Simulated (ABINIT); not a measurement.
Crystal: Sb.

```
Sb
1.0
     2.15420    1.24373    3.75800
    -2.15420    1.24373    3.75800
     0.00000   -2.48746    3.75800
Sb
2
Direct
  0.76651 0.76651 0.76651
  0.23349 0.23349 0.23349
```

Base run:

| Property | Result |
| --- | --- |
| Program | ABINIT 10.8.3 (patched build) |
| Functional | PBE |
| Potentials or basis | JTH PAW PBE v2.0 |
| Cutoff | 435 eV |
| k mesh | 6 × 6 × 6 |
| Occupations | fermi-dirac, width 0.05 eV |
| Spin | no spin polarisation |

Its results: band gap on the k mesh none (metal or under the smearing width); pressure 2.7 GPa; largest force 0.083 eV/Å.

Task: After a change of settings the same cell gave: band gap on the k mesh 1.29 eV, indirect (least direct gap 1.32 eV); pressure 3.4 GPa; largest force 0.109 eV/Å. Which change was it?
A. functional from PBE to rPW86PBE; k mesh from 6 × 6 × 6 to 8 × 8 × 8
B. functional from PBE to BP86; k mesh from 6 × 6 × 6 to 8 × 8 × 8
C. k mesh from 6 × 6 × 6 to 10 × 10 × 10
D. k mesh from 6 × 6 × 6 to 3 × 3 × 3

Result: D.

Caveats: some runs use coarse meshes; spin-orbit coupling is left out, which moves the levels of the heavy elements (some runs); an odd mesh through Γ misses points on the zone boundary, where band edges often lie (some runs).

Not every run made on this cell is shown here.
